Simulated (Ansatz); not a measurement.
**Structure search: one AlRu candidate**

Theory: DFT PBE, scalar-relativistic, plane waves, PAW (Ansatz). Cutoff 420 eV, Gaussian smearing, Γ-centred meshes. Cell and atoms relax first on a coarse mesh and then on a finer one. In between, the cell is made exact in the group found at 0.06 Å. In metals the finer mesh still leaves noise of several meV/atom or more. The steps can't lower the symmetry of their start. Collinear spin is switched on along the way, since trial moments persisted in a coarse test.

The guess for AlRu was made by a generator: random cell by space group and Wyckoff sites (Cmmm, No. 65). Its size is a rough estimate.

```cif
data_structure
_symmetry_space_group_name_H-M 'Cmmm'
_symmetry_Int_Tables_number 65
_cell_length_a 4.0202
_cell_length_b 7.1219
_cell_length_c 4.4201
_cell_angle_alpha 90.000
_cell_angle_beta 90.000
_cell_angle_gamma 90.000
_cell_volume 126.55
loop_
_atom_site_label
_atom_site_type_symbol
_atom_site_symmetry_multiplicity
_atom_site_Wyckoff_symbol
_atom_site_fract_x
_atom_site_fract_y
_atom_site_fract_z
_atom_site_occupancy
Al1 Al 4 j 0.50000 0.14541 0.50000 1
Ru1 Ru 2 b 0.50000 0.00000 0.00000 1
Ru2 Ru 2 d 0.00000 0.00000 0.50000 1
```

The zero of energy is the elements' standard structures at the same level; no fitted shifts are applied.

Question: Which structure results?

Answer: The symmetry stays Cmmm (No. 65). The volume per atom stays near 15.8 Å³. The shortest distance goes from 2.07 Å (Al–Al) to 2.43 Å (Al–Ru). The energy falls by about 0.89 eV/atom (the start's value is from the coarse mesh). Conventional cell: a = 4.884 Å, b = 9.104 Å, c = 2.836 Å. Around Al lie 3 Ru at 2.43–2.58 Å, 2 Al at 2.51 Å, 2 Al at 2.84 Å and 2 Ru at 3.14 Å; around Ru on its first site lie 4 Al at 2.43 Å and 6 Ru at 2.82–2.84 Å; around Ru on its second site lie 2 Al at 2.58 Å, 6 Ru at 2.82–2.84 Å and 4 Al at 3.14 Å.

```cif
data_structure
_symmetry_space_group_name_H-M 'P 1'
_symmetry_Int_Tables_number 1
_cell_length_a 5.1656
_cell_length_b 5.1656
_cell_length_c 2.8361
_cell_angle_alpha 90.000
_cell_angle_beta 90.000
_cell_angle_gamma 123.573
_cell_volume 63.05
loop_
_atom_site_label
_atom_site_type_symbol
_atom_site_fract_x
_atom_site_fract_y
_atom_site_fract_z
_atom_site_occupancy
Al1 Al 0.28287 0.71713 0.50000 1
Al2 Al 0.71713 0.28287 0.50000 1
Ru1 Ru 0.50000 0.50000 0.00000 1
Ru2 Ru 0.00000 0.00000 0.50000 1
```

Question: Give its energy and gap.

Answer: The formation energy is +0.27 eV/atom and the gap on the 12×12×16 mesh of the 4-atom cell is 0 eV (a metal). The net moment per atom is 0.19 μB and the moment by site is Ru 0.1, 0.6 μB.

It can't be a ground state, since the elements alone are lower.

The last run used collinear spin and Gaussian smearing of 0.10 eV. Another magnetic order may lie lower. Symmetry constrained the relaxation, so the result can be a saddle point. In all, the 5 runs took 10 min on 1 thread of Intel(R) Xeon(R) Platinum 8259CL CPU @ 2.50GHz (Skylake/Cascade Lake), with other jobs on the host. Another cell of AlRu relaxed alike but without spin, in Pm-3m (a cell as deposited in COD), lies 0.91 eV/atom lower, so this cell isn't the stable form at this level. Site moments count only spheres around the atoms; the net moment includes the space between them.
